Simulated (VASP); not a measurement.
# Ag in VASP: a series of runs, part 2 of 2

VASP 6.6.1. Earlier steps stand in the parts before.

**3. Relaxation of the atoms, PBEsol**

File INCAR:

```
SYSTEM = Ag
  ALGO = Normal
  DIPOL = 0.5 0.5 0.500
  EDIFF = 1E-6
  EDIFFG = -0.02
  ENCUT = 520
  GGA = PS
  IBRION = 2
  IDIPOL = 3
  ISIF = 2
  ISMEAR = 1
  KPAR = 2
  LASPH = .True.
  LCHARG = .False.
  LDIPOL = .True.
  LREAL = .False.
  LWAVE = .False.
  NELM = 80
  NSW = 80
  PREC = Accurate
  SIGMA = 0.1
```

File KPOINTS:

```
k-points
0
Gamma
  15 15 1
  0 0 0
```

File POSCAR:

```
Ag
1.0
    2.8648615100      0.0000000000      0.0000000000
   -1.4324307500      2.4810428400      0.0000000000
    0.0000000000      0.0000000000     26.6957481300
Ag
6
Direct
    0.6666666700      0.3333333300      0.2809436200
    0.3333333300      0.6666666700      0.3685661700
    0.0000000000      0.0000000000      0.4561887200
    0.6666666700      0.3333333300      0.5438112800
    0.3333333300      0.6666666700      0.6314338300
    0.0000000000      0.0000000000      0.7190563800
```

Potentials or basis: VASP PAW PBE potentials, release 64 (Ag).

Launch:

```bash
$ cat potpaw_PBE.64/Ag/POTCAR > POTCAR
$ mpirun -np 2 vasp_std > vasp.out
```

OUTCAR:

```text
SYSTEM = Ag
   EDIFF = 1E-6
   EDIFFG = -0.02
   ENCUT = 520
   GGA = PS
   IBRION = 2
   ISIF = 2
   ISMEAR = 1
   LASPH = .True.
   LREAL = .False.
   NELM = 80
   NSW = 80
   PREC = Accurate

 ion  position               nearest neighbor table
   1  0.667  0.333  0.281-   2 2.86   2 2.86   2 2.86
   2  0.333  0.667  0.369-   1 2.86   3 2.86   1 2.86   3 2.86   3 2.86   1 2.86
   3  0.000  0.000  0.456-   2 2.86   2 2.86   2 2.86   4 2.86   4 2.86   4 2.86
   4  0.667  0.333  0.544-   5 2.86   5 2.86   5 2.86   3 2.86   3 2.86   3 2.86
   5  0.333  0.667  0.631-   4 2.86   6 2.86   4 2.86   6 2.86   6 2.86   4 2.86
   6  0.000  0.000  0.719-   5 2.86   5 2.86   5 2.86

  LATTYP: Found a hexagonal cell.
 ALAT       =     2.8648615100
 C/A-ratio  =     9.3183380896

  Lattice vectors:

 A1 = (   2.8648615100,   0.0000000000,   0.0000000000)
 A2 = (  -1.4324307500,   2.4810428400,   0.0000000000)
 A3 = (   0.0000000000,   0.0000000000,  26.6957481300)

Analysis of symmetry for initial positions (statically):
=====================================================================
 Subroutine PRICEL returns:
 Original cell was already a primitive cell.

 Routine SETGRP: Setting up the symmetry group for a
 hexagonal supercell.

 Subroutine GETGRP returns: Found 12 space group operations
 (whereof  6 operations were pure point group operations)
 out of a pool of 24 trial point group operations.

The static configuration has the point symmetry C_3v.
 The point group associated with its full space group is D_3d.

Analysis of symmetry for dynamics (positions and initial velocities):
=====================================================================
 Subroutine PRICEL returns:
[... 173 lines left out ...]
  FORCE on cell =-STRESS in cart. coord.  units (eV):
  Direction    XX          YY          ZZ          XY          YZ          ZX
  --------------------------------------------------------------------------------------
  -------------------------------------------------------------------------------------
  Total       -1.3004038     -1.3004038     -0.0357672     -0.0000000      0.0000000     -0.0000000
  in kB      -10.9801640    -10.9801639     -0.3020063     -0.0000000      0.0000000     -0.0000000
  external PRESSURE =      -7.4207781 kB  Pullay stress =       0.0000000 kB
[... 27 lines left out ...]
--------------------------------------- Ionic step        2  -------------------------------------------

 number of electron      65.9999998 magnetization

 dipolmoment           0.000000      0.000000      0.000000 electrons x Angstroem

------------------------ aborting loop because EDIFF is reached ----------------------------------------

  FORCE on cell =-STRESS in cart. coord.  units (eV):
  Direction    XX          YY          ZZ          XY          YZ          ZX
  --------------------------------------------------------------------------------------
  -------------------------------------------------------------------------------------
  Total       -1.2892322     -1.2892322     -0.0188610     -0.0000000      0.0000000     -0.0000000
  in kB      -10.8858349    -10.8858349     -0.1592554     -0.0000000      0.0000000     -0.0000000
  external PRESSURE =      -7.3103084 kB  Pullay stress =       0.0000000 kB
[... 27 lines left out ...]
--------------------------------------- Ionic step        3  -------------------------------------------

 number of electron      65.9999997 magnetization

 dipolmoment           0.000000      0.000000     -0.000000 electrons x Angstroem

 Free energy of the ion-electron system (eV)
  ---------------------------------------------------
  ext. energy  EPLUGINS =         0.00000000
  ---------------------------------------------------
  free energy    TOTEN  =       -18.94893214 eV

  energy without entropy =      -18.94629769  energy(sigma->0) =      -18.94805399

 E-fermi :   2.3627     XC(G=0):  -7.2039

 val. band max:        2.3537872084   @ k =   0.2667   0.0000   0.0000
 cond. band min:       2.3977600654   @ k =   0.0667   0.0667   0.0000
 fundamental gap:      0.0439728570
 Fermi energy:         2.3627491385

 k-point     1 :       0.0000    0.0000    0.0000
  band No.  band energies     occupation
      1      -5.5028      2.00000
      2      -4.9680      2.00000
      3      -4.3247      2.00000
      4      -4.1985      2.00000
      5      -3.9287      2.00000
      6      -3.8743      2.00000
[... 997 lines left out ...]
     38       7.3138      0.00000
     39       7.9174      0.00000

 [... further k-points ...]

------------------------ aborting loop because EDIFF is reached ----------------------------------------

 vacuum level on the upper side and lower side of the slab       (xc-potential included)        -0.012        -0.012

  FORCE on cell =-STRESS in cart. coord.  units (eV):
  Direction    XX          YY          ZZ          XY          YZ          ZX
  --------------------------------------------------------------------------------------
  -------------------------------------------------------------------------------------
  Total       -1.2660063     -1.2660063      0.0126940     -0.0000000      0.0000000     -0.0000000
  in kB      -10.6897234    -10.6897233      0.1071837     -0.0000000      0.0000000     -0.0000000
  external PRESSURE =      -7.0907543 kB  Pullay stress =       0.0000000 kB
[... 21 lines left out ...]
  FREE ENERGIE OF THE ION-ELECTRON SYSTEM (eV)
  ---------------------------------------------------
  free  energy   TOTEN  =       -18.9489321357 eV

  energy  without entropy=      -18.9462976944  energy(sigma->0) =      -18.94805399

 reached required accuracy - stopping structural energy minimisation

 vacuum level on the upper side and lower side of the slab         6.948         6.948
```

Run time: 2.7 min. Hardware: 2 MPI ranks of AMD EPYC 9R45 (Zen 5), shared host; peak memory 0.38 GiB.

What came out:

| Property | Result |
| --- | --- |
| Free energy | -18.9489 eV |
| Energy gained by relaxing | 0.1 meV/atom |
| Ionic steps | 3 |
| Largest force after relaxing | 0.013 eV/Å |
| Band gap on the k mesh | none (metal or under the smearing width) |

Forces in eV/Å, atoms in the order of the input:
```
Ag   0.000  0.000  0.001
Ag   0.000  0.000 -0.013
Ag   0.000  0.000  0.006
Ag   0.000  0.000 -0.006
Ag   0.000  0.000  0.013
Ag   0.000  0.000 -0.001
```

Step by step:
| step | energy change (eV) | largest force (eV/Å) | pressure (GPa) |
| --- | --- | --- | --- |
| 1 | 0.0000 | 0.0508 | -0.74 |
| 2 | -0.0003 | 0.0312 | -0.73 |
| 3 | -0.0006 | 0.0133 | -0.71 |

Final structure:
```yaml
crystal:
  lattice:
    - [2.86486, 0.00000, 0.00000]
    - [-1.43243, 2.48104, 0.00000]
    - [0.00000, 0.00000, 26.69575]
  atoms:
    - { symbol: Ag, position: [0.66667, 0.33333, 0.28109] }
    - { symbol: Ag, position: [0.33333, 0.66667, 0.36840] }
    - { symbol: Ag, position: [0.00000, 0.00000, 0.45591] }
    - { symbol: Ag, position: [0.66667, 0.33333, 0.54409] }
    - { symbol: Ag, position: [0.33333, 0.66667, 0.63160] }
    - { symbol: Ag, position: [0.00000, 0.00000, 0.71891] }
```

Caveat: the PAW data sets were made with another functional, which shifts forces and pressure a little.

**4. Single point, PBEsol**

File INCAR:

```
  ALGO = Fast
  DIPOL = 0.5 0.5 0.500
  EDIFF = 1E-7
  ENCUT = 520
  GGA = PS
  ICORELEVEL = 1
  IDIPOL = 3
  ISIF = 2
  ISMEAR = 1
  KPAR = 2
  LASPH = T
  LCHARG = F
  LDIPOL = T
  LREAL = F
  LVACPOTAV = T
  LVHAR = T
  LWAVE = F
  NELM = 80
  PREC = Accurate
  SIGMA = 0.1
```

File KPOINTS:

```
k-points
0
Gamma
  15 15 1
```

File POSCAR:

```
Ag                                      
1.0
    2.8648615100      0.0000000000      0.0000000000
   -1.4324307500      2.4810428400      0.0000000000
    0.0000000000      0.0000000000     26.6957481300
  Ag            
     6
Direct
     0.6666666699999979    0.3333333300000021    0.2810893263032067
     0.3333333300000021    0.6666666699999979    0.3684014592307436
     0.0000000000000000    0.0000000000000000    0.4559131270654649
     0.6666666699999979    0.3333333300000021    0.5440868729345351
     0.3333333300000021    0.6666666699999979    0.6315985407692564
     0.0000000000000000    0.0000000000000000    0.7189106736967934
```

Launch:

```bash
$ cat potpaw_PBE.64/Ag/POTCAR > POTCAR
$ mpirun -np 2 vasp_std > vasp.out
```

Run time: 2.1 min. Hardware: 2 MPI ranks of AMD EPYC 9R45 (Zen 5), shared host; peak memory 0.38 GiB.

Results (log left out):

```
Free energy                     : -18.9489 eV
Largest force                   : 0.013 eV/Å
Band gap on the k mesh          : none (metal or under the smearing width)
Work function of the upper face : 4.60 eV
Work function of the lower face : 4.60 eV
```

Forces on the atoms (eV/Å):
```
Ag   0.000  0.000  0.001
Ag   0.000  0.000 -0.013
Ag   0.000  0.000  0.007
Ag   0.000  0.000 -0.007
Ag   0.000  0.000  0.013
Ag   0.000  0.000 -0.001
```

Levels at points of the mesh, in eV from the Fermi level:
```tsv
k point	band 31	band 32	band 33	band 34	band 35	band 36	band 37	band 38
(0.00, 0.00, 0.00)	-3.08	-3.08	-2.98	-2.98	-2.43	-0.56	0.04	4.22
```

Core levels (eV, on the scale of the bands):
```
atom                                                                                    levels
1 Ag  1s -25319.9, 2s -3723.5, 2p -3339.0, 3s -678.4, 3p -552.1, 3d -353.2, 4s -89.5, 4p -52.9
2 Ag  1s -25320.2, 2s -3723.9, 2p -3339.4, 3s -678.7, 3p -552.5, 3d -353.6, 4s -89.8, 4p -53.3
3 Ag  1s -25320.2, 2s -3723.9, 2p -3339.4, 3s -678.7, 3p -552.5, 3d -353.6, 4s -89.8, 4p -53.3
4 Ag  1s -25320.2, 2s -3723.9, 2p -3339.4, 3s -678.7, 3p -552.5, 3d -353.6, 4s -89.8, 4p -53.3
5 Ag  1s -25320.2, 2s -3723.9, 2p -3339.4, 3s -678.7, 3p -552.5, 3d -353.6, 4s -89.8, 4p -53.3
6 Ag  1s -25319.9, 2s -3723.5, 2p -3339.0, 3s -678.4, 3p -552.1, 3d -353.2, 4s -89.5, 4p -52.9
```

Caveat: the PAW data sets were made with another functional, which shifts forces and pressure a little.
